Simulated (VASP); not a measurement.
# Si: relaxation of shape and atoms at fixed volume with PBEsol

The system is Si.

```xyz
2
Lattice="2.6397 0.0000 0.0000 -1.3198 2.2860 0.0000 0.0000 0.0000 4.4385" Properties=species:S:1:pos:R:3 pbc="T T T"
Si    0.0000    1.5240    1.1096
Si    1.3198    0.7620    3.3289
```

This isn't the form of Si at room conditions, which is diamond.

The cell isn't the ideal one: a relaxed cell with its volume scaled by 0.96.

| Quantity | Value |
| --- | --- |
| Program | VASP 6.6.1 |
| Task | relaxation of shape and atoms at fixed volume |
| Functional | PBEsol |
| Potentials or basis | VASP PAW PBE potentials, release 64 (Si) |
| Cutoff | 600 eV |
| k mesh | 12 × 12 × 6 |
| Occupations | gaussian, width 0.03 eV |
| Spin | no spin polarisation |
| Further INCAR settings | ALGO = Normal; EDIFF = 1e-07; IBRION = 2; EDIFFG = -0.01; NSW = 40; ISIF = 4 |

The pressure after relaxing is 4.6 GPa. The band gap on the k mesh is none (metal or under the smearing width).

Stress tensor (GPa, compression positive):
```
4.55 0.00 0.00
0.00 4.55 0.00
0.00 0.00 4.72
```

Final structure:
```
Si
1.0
     2.63969    0.00000    0.00000
    -1.31985    2.28604    0.00000
     0.00000    0.00000    4.43854
Si
2
Direct
  0.33333 0.66667 0.25000
  0.66667 0.33333 0.75000
```

Levels at points of the mesh, in eV from the Fermi level:
```
           k point  band 1  band 2  band 3  band 4  band 5  band 6  band 7  band 8
(0.00, 0.00, 0.00)  -15.19   -8.26   -7.60    9.26    9.26   10.46   10.46   11.29
(0.50, 0.00, 0.00)   -8.60   -8.09   -1.84   -1.75   -1.29   -0.23    3.81    5.99
(0.00, 0.00, 0.50)  -13.35  -13.35    0.76    0.76   10.71   10.71   10.71   10.71
(0.50, 0.00, 0.50)   -6.87   -6.87   -6.25   -6.25    5.40    5.40    6.17    6.17
```

It took 5.5 s on 1 thread of Intel(R) Xeon(R) 6975P-C (Granite Rapids), with other jobs on the host, peak memory 0.15 GiB.

Caveat: the relaxation stopped at its first step, so nothing moved; the PAW data sets were made with another functional, which shifts forces and pressure a little.
